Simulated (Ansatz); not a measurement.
Runs of Ansatz 0.2.0 on Ti. The structure is cubic, space group Fm-3m (No. 225). The conventional cell has a = 4.060 Å, b = 4.060 Å, c = 4.060 Å, α = 90.00°, β = 90.00°, γ = 90.00°. Ti (site symmetry m-3m) is surrounded by 12 Ti at 2.87 Å. This isn't the form of Ti at room conditions, which is hcp.

```csv
task,level,k mesh,smearing,points for each segment of the path,gap on the mesh (eV),pressure (GPa)
band structure,PBEsol,11 × 11 × 11,fermi-dirac 0.05 eV,14,none,-0.5
single point,PBE,11 × 11 × 11,gaussian 0.012 eV,-,none,3.8
phonons,LDA,8 × 8 × 8,fermi-dirac 0.05 eV,-,none,-
band structure,revPBE,11 × 11 × 11,fermi-dirac 0.05 eV,14,none,6.7
band structure,PBE,11 × 11 × 11,fermi-dirac 0.05 eV,14,none,(a)
```

Alike in all rows: potentials or basis Ansatz PAW; no spin polarisation; cell as given; cutoff (eV) 420.

Estimate the missing entries.

(a) 4.2.

Caveats: the PAW data sets come from PBE, with cores solved anew for the run's functional, which leaves a small shift of forces and pressure (some runs).

A gap of «none» marks a metal or a gap under the smearing width.
